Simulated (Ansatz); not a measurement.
A generator proposed this cell of CdF₃.

```cif
data_structure
_symmetry_space_group_name_H-M 'Pmmn:1'
_symmetry_Int_Tables_number 59
_cell_length_a 3.9435
_cell_length_b 6.5131
_cell_length_c 5.1726
_cell_angle_alpha 90.000
_cell_angle_beta 90.000
_cell_angle_gamma 90.000
_cell_volume 132.86
loop_
_atom_site_label
_atom_site_type_symbol
_atom_site_symmetry_multiplicity
_atom_site_Wyckoff_symbol
_atom_site_fract_x
_atom_site_fract_y
_atom_site_fract_z
_atom_site_occupancy
Cd1 Cd 2 b 0.50000 0.00000 0.09846 1
F1 F 4 f 0.75166 0.00000 0.31262 1
F2 F 2 b 0.50000 0.00000 0.57138 1
```

Theory: Ansatz 0.2.0, DFT PBE, scalar-relativistic, plane waves, PAW. Settings: cutoff 420 eV, Γ-centred mesh 4×4×4 on the computed 8-atom cell, Gaussian smearing of 0.10 eV; no spin polarisation.

The zero of energy is the elements' standard structures at the same level (F₂ as a molecule); no fitted shifts are applied.

Question: Estimate its pressure, forces and energy as it stands.

Answer: The pressure is 105.8 GPa (the mean over three directions, positive in compression), the largest force is 51.22 eV/Å, and the energy is +3.29 eV/atom against the elements. The shortest distance is 1.49 Å, so close that the PAW spheres overlap strongly and these values are rough.

Question: Is it a good guess?

Answer: A poor one: relaxing gains about 4.7 eV/atom (the start's value is from the coarse mesh, so the gain is rough) in 48 ionic steps and ends at −1.40 eV/atom on the finer mesh. The symmetry stays Pmmn (No. 59). The volume per atom shrinks by 5.8 %, from 16.6 to 15.6 Å³. The shortest distance goes from 1.49 Å (Cd–F) to 2.15 Å (Cd–F). Conventional cell: a = 3.735 Å, b = 5.716 Å, c = 5.860 Å. Around Cd lie 1 F at 2.15 Å and 6 F at 2.31–2.34 Å; F on a site of symmetry m is surrounded by 3 Cd at 2.31–2.34 Å, 1 F at 2.43 Å and 3 F at 2.65–2.73 Å; F on a site of symmetry mm2 is surrounded by 1 Cd at 2.15 Å and 2 F at 2.43 Å.

The last run used collinear spin, a 10×8×6 mesh (in the run's order of axes) for its 8-atom cell and Gaussian smearing of 0.10 eV. No dispersion correction is applied, so the spacing and binding between layers, chains or molecules are poorly described. Another magnetic order may lie lower. The relaxation can't lower the symmetry of the start, and the grade says only how near the guess is to its own end. A structure relaxed within its symmetry needn't be a true minimum.
